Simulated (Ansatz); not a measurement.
## Which element?

Cell vectors (Å):

```
0.0000 2.7721 2.7721
2.7721 0.0000 2.7721
2.7721 2.7721 0.0000
```

```
atom       a       b       c
   X  0.0000  0.0000  0.0000
   O  0.5000  0.5000  0.5000
```

Computed with r²SCAN, PAW on Ansatz 0.2.0's default frozen-core files (fitted under PBE), scalar-relativistic. k mesh 8×8×8, strains of ±0.008, fixed occupations.

Elastic constants of a crystal by Kohn-Sham DFT: slopes of the stress over finite engineering strains of the given cell, Voigt indices, Cartesian axes as in the cell vectors.

```tsv
index	elastic (GPa)
11	131.5
12	48
44	34.6
```

Question: All X atoms are one element. Which one was computed?

Answer: Ba; the crystal is BaO (Fm-3m).

Known limits: frozen-core PAW files fitted under PBE, their cores solved anew for the functional of the run.
